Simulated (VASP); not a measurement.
# MnS (F-43m) in VASP: notebook

Runs on MnS. Level: PBEsol. Tasks: single point.

All numbers are computed with VASP 6.6.1; they aren't measurements. Logs are shortened: lines on timing, memory, paths and dates and some standing lists are left out, and cuts for length are marked.

## Step 1: The structure

Symmetry: F-43m, No. 216, cubic system. The conventional cell has a = 5.464 Å, b = 5.464 Å, c = 5.464 Å, α = 90.00°, β = 90.00°, γ = 90.00°. Mn (site symmetry -43m) is surrounded by 4 S at 2.37 Å. S (site symmetry -43m) is surrounded by 4 Mn at 2.37 Å.

## Step 2: Single point, PBEsol, collinear spin, typed start

Input file INCAR:

```
SYSTEM = MnS
ALGO = Normal
EDIFF = 1E-6
ENCUT = 520
GGA = PS
ISIF = 2
ISMEAR = 0
ISPIN = 2
LASPH = .True.
LCHARG = .True.
LELF = .True.
LMAXMIX = 4
LORBIT = 11
LREAL = .False.
LVHAR = .True.
LWAVE = .False.
MAGMOM = 4.29 0
NBANDS = 20
NELM = 150
PREC = Accurate
SIGMA = 0.15
```

Input file KPOINTS:

```
k-points
0
Gamma
  16 16 16
  0 0 0
```

Input file POSCAR:

```
MnS
1.0
    0.0000000000      2.7322137930      2.7322137930
    2.7322137930      0.0000000000      2.7322137930
    2.7322137930      2.7322137930      0.0000000000
Mn S
1 1
Direct
    0.0000000000      0.0000000000      0.0000000000
    0.7500000000      0.7500000000      0.7500000000
```

Potentials or basis: VASP PAW PBE potentials, release 64 (Mn_pv, S).

The run is started by

```bash
$ cat potpaw_PBE.64/Mn_pv/POTCAR potpaw_PBE.64/S/POTCAR > POTCAR
$ mpirun -np 1 vasp_std > vasp.out
```

OUTCAR:

```text
SYSTEM = MnS
   EDIFF = 1E-6
   ENCUT = 520
   GGA = PS
   ISIF = 2
   ISMEAR = 0
   ISPIN = 2
   LASPH = .True.
   LORBIT = 11
   LREAL = .False.
   NELM = 150
   PREC = Accurate

 ion  position               nearest neighbor table
   1  0.000  0.000  0.000-   2 2.37   2 2.37   2 2.37   2 2.37
   2  0.750  0.750  0.750-   1 2.37   1 2.37   1 2.37   1 2.37

  LATTYP: Found a face centered cubic cell.
 ALAT       =     5.4644275860

  Lattice vectors:

 A1 = (   0.0000000000,   2.7322137930,   2.7322137930)
 A2 = (   2.7322137930,   0.0000000000,   2.7322137930)
 A3 = (   2.7322137930,   2.7322137930,   0.0000000000)

Analysis of symmetry for initial positions (statically):
=====================================================================
 Subroutine PRICEL returns:
 Original cell was already a primitive cell.

 Routine SETGRP: Setting up the symmetry group for a
 face centered cubic supercell.

 Subroutine GETGRP returns: Found 24 space group operations
 (whereof 24 operations were pure point group operations)
 out of a pool of 48 trial point group operations.

The static configuration has the point symmetry T_d .

Analysis of symmetry for dynamics (positions and initial velocities):
=====================================================================
 Subroutine PRICEL returns:
 Original cell was already a primitive cell.

 Routine SETGRP: Setting up the symmetry group for a
 face centered cubic supercell.

 Subroutine GETGRP returns: Found 24 space group operations
 (whereof 24 operations were pure point group operations)
 out of a pool of 48 trial point group operations.

The dynamic configuration has the point symmetry T_d .

Analysis of structural, dynamic, and magnetic symmetry:
=====================================================================
 Subroutine PRICEL returns:
 Original cell was already a primitive cell.

 Routine SETGRP: Setting up the symmetry group for a
 face centered cubic supercell.

 Subroutine GETGRP returns: Found 24 space group operations
 (whereof 24 operations were pure point group operations)
 out of a pool of 48 trial point group operations.

The overall configuration has the point symmetry T_d .

 Subroutine INISYM returns: Found 24 space group operations
 (whereof 24 operations are pure point group operations),
 and found     1 'primitive' translations

----------------------------------------------------------------------------------------

                                     Primitive cell

  volume of cell :      40.7919
[... 112 lines left out ...]
  Thomas-Fermi vector in A             =   2.402082
   LORBIT       =     11    0 simple, 1 ext, 2 COOP (PROOUT), +10 PAW based schemes
   GGA     = PS    functional components
   LHFCALC =     F    Hartree Fock is set to
   AEXX    =    0.0000 exact exchange contribution
   IVDW    =     0    specifies the selected vdW correction
   LEPSILON=     F    determine dielectric tensor
   LRPA    =     F    only Hartree local field effects (RPA)
 spin polarized calculation
 Gauss-broadening in eV      SIGMA  =   0.15
  energy-cutoff  :      520.00
  volume of cell :       40.79
 maximum number of plane-waves:      1121
 NGX is ok and might be reduce to    30
   NGX = 15   NGY = 15   NGZ = 15

 number of electron      19.0000009 magnetization       4.6062624

 Free energy of the ion-electron system (eV)
  ---------------------------------------------------
  ext. energy  EPLUGINS =         0.00000000
  ---------------------------------------------------
  free energy    TOTEN  =       -14.77840758 eV

  energy without entropy =      -14.76298293  energy(sigma->0) =      -14.77069526

 E-fermi :   4.8657     XC(G=0):  -9.8899

 val. band max:        4.8647216124   @ k =   0.3750   0.3125   0.0000
 cond. band min:       4.8690007837   @ k =   0.1250   0.1250   0.0000
 fundamental gap:      0.0042791714
 Fermi energy:         4.8656807824

 spin component 1

 k-point     1 :       0.0000    0.0000    0.0000
  band No.  band energies     occupation
      1     -45.4187      1.00000
      2     -45.4187      1.00000
      3     -45.4187      1.00000
      4      -9.2748      1.00000
      5      -0.0344      1.00000
      6      -0.0344      1.00000
[... 541 lines left out ...]
     19      17.4412      0.00000
     20      18.1955      0.00000

 [... further k-points ...]

 spin component 2

 k-point     1 :       0.0000    0.0000    0.0000
  band No.  band energies     occupation
      1     -41.1298      1.00000
      2     -41.1298      1.00000
      3     -41.1298      1.00000
      4      -8.9627      1.00000
      5       1.4383      1.00000
      6       1.4383      1.00000
[... 541 lines left out ...]
     19      18.1192      0.00000
     20      19.1140      0.00000

 [... further k-points ...]

------------------------ aborting loop because EDIFF is reached ----------------------------------------

  FORCE on cell =-STRESS in cart. coord.  units (eV):
  Direction    XX          YY          ZZ          XY          YZ          ZX
  --------------------------------------------------------------------------------------
  -------------------------------------------------------------------------------------
  Total        0.0239735      0.0239735      0.0239735      0.0000000      0.0000000     -0.0000000
  in kB        0.9416050      0.9416050      0.9416050      0.0000000      0.0000000     -0.0000000
  external PRESSURE =       0.9416050 kB  Pullay stress =       0.0000000 kB

 VOLUME and BASIS-vectors are now :
 -----------------------------------------------------------------------------
  energy-cutoff  :      520.00
  volume of cell :       40.79
      direct lattice vectors                 reciprocal lattice vectors
     0.000000000  2.732213793  2.732213793    -0.183001785  0.183001785  0.183001785
     2.732213793  0.000000000  2.732213793     0.183001785 -0.183001785  0.183001785
     2.732213793  2.732213793  0.000000000     0.183001785  0.183001785 -0.183001785

 POSITION                                       TOTAL-FORCE (eV/Angst)
 -----------------------------------------------------------------------------------
      0.00000      0.00000      0.00000         0.000000      0.000000     -0.000000
      4.09832      4.09832      4.09832        -0.000000     -0.000000      0.000000
 -----------------------------------------------------------------------------------
    total drift:                                0.000001      0.000001      0.000001

  FREE ENERGIE OF THE ION-ELECTRON SYSTEM (eV)
  ---------------------------------------------------
  free  energy   TOTEN  =       -14.7784075751 eV

  energy  without entropy=      -14.7629829349  energy(sigma->0) =      -14.77069526

 total charge

# of ion       s       p       d       tot
------------------------------------------
    1        0.278   6.243   4.943  11.463
    2        1.312   2.428   0.000   3.739
--------------------------------------------------
tot          1.589   8.670   4.943  15.202

 magnetization (x)

# of ion       s       p       d       tot
------------------------------------------
    1        0.048   0.068   3.985   4.101
    2        0.009   0.044   0.000   0.053
--------------------------------------------------
tot          0.057   0.112   3.985   4.155
```

It took 2.1 min on 1 thread of Intel Xeon 6975P-C (Granite Rapids), shared host; peak memory 0.31 GiB.

Results:

* Free energy: -14.7784 eV
* Pressure: 0.1 GPa
* Band gap on the k mesh: none (metal or under the smearing width)
* Net moment: 4.61 μB per cell
* Site moments: Mn +4.10; S +0.05 μB
* Valence electrons inside the program's atomic spheres: Mn 11.46; S 3.74

Caveat: the PAW data sets were made with another functional, which shifts forces and pressure a little; a cell with one magnetic atom can't hold antiferromagnetic order, which such compounds often take; semilocal functionals often make such compounds metallic where correlation or magnetic order opens a gap, which also shifts bond lengths.

## Step 3: Single point, PBEsol, collinear spin, typed start

Input file INCAR:

```
ALGO     = Fast           # electronic algorithm
EDIFF    = 1E-6           # SCF threshold, eV
ENCUT    = 520            # plane-wave cutoff, eV
GGA      = PS             # functional
ISIF     = 2              # what is computed and relaxed
ISMEAR   = 0              # smearing method
ISPIN    = 2              # spin polarisation
LASPH    = True           # aspherical terms in the spheres
LCHARG   = False          # write CHGCAR
LMAXMIX  = 4              # l up to which the mixer works
LORBIT   = 11             # projections on sites
LREAL    = False          # projectors in reciprocal space
LWAVE    = False          # write WAVECAR
MAGMOM   = 4.52 0.12      # initial moments
NBANDS   = 20             # bands
NELM     = 150            # most SCF steps
PREC     = Accurate       # precision mode
SIGMA    = 0.1            # smearing width, eV
```

Input file KPOINTS:

```
k-points
0
Gamma
  14 14 14
```

POSCAR is that of step 2.

Potentials or basis: VASP PAW PBE potentials, release 64 (Mn_pv, S).

The run is started by

```bash
$ cat potpaw_PBE.64/Mn_pv/POTCAR potpaw_PBE.64/S/POTCAR > POTCAR
$ mpirun -np 1 vasp_std > vasp.out
```

Wall time 1.7 min (1 thread of Intel Xeon 6975P-C (Granite Rapids), shared host); peak memory 0.27 GiB.

It converged, with:

- Free energy: -14.7739 eV
- Pressure: 0.1 GPa
- Band gap on the k mesh: none (metal or under the smearing width)
- Net moment: 4.61 μB per cell
- Site moments: Mn +4.11; S +0.05 μB
- Valence electrons inside the program's atomic spheres: Mn 11.46; S 3.74

Levels at points of the mesh, in eV from the Fermi level:
Spin up:
| k point | band 8 | band 9 | band 10 | band 11 | band 12 | band 13 | band 14 | band 15 | band 16 | band 17 |
| --- | --- | --- | --- | --- | --- | --- | --- | --- | --- | --- |
| (0.00, 0.00, 0.00) | -2.97 | -2.97 | 0.74 | 0.74 | 0.74 | 1.35 | 6.11 | 6.11 | 6.11 | 11.11 |
| (0.50, 0.00, 0.00) | -2.83 | -2.83 | -2.58 | -0.41 | -0.41 | 3.30 | 6.58 | 6.58 | 7.31 | 11.54 |
| (0.50, 0.50, 0.00) | -3.00 | -2.70 | -2.44 | -1.89 | -1.89 | 3.02 | 4.63 | 9.77 | 11.48 | 11.48 |
Spin down:
| k point | band 4 | band 5 | band 6 | band 7 | band 8 | band 9 | band 10 | band 11 |
| --- | --- | --- | --- | --- | --- | --- | --- | --- |
| (0.00, 0.00, 0.00) | -13.82 | -3.42 | -3.42 | -3.42 | 0.86 | 0.86 | 2.17 | 3.33 |
| (0.50, 0.00, 0.00) | -13.07 | -5.39 | -3.32 | -3.32 | 0.89 | 1.00 | 1.00 | 2.21 |
| (0.50, 0.50, 0.00) | -12.83 | -5.29 | -3.39 | -3.39 | -0.20 | 0.90 | 1.35 | 1.36 |

Caveat: the PAW data sets were made with another functional, which shifts forces and pressure a little; a cell with one magnetic atom can't hold antiferromagnetic order, which such compounds often take; semilocal functionals often make such compounds metallic where correlation or magnetic order opens a gap, which also shifts bond lengths. With open d or f shells a metallic result of PBEsol can be an artefact of self-interaction; +U or a hybrid may open a gap.
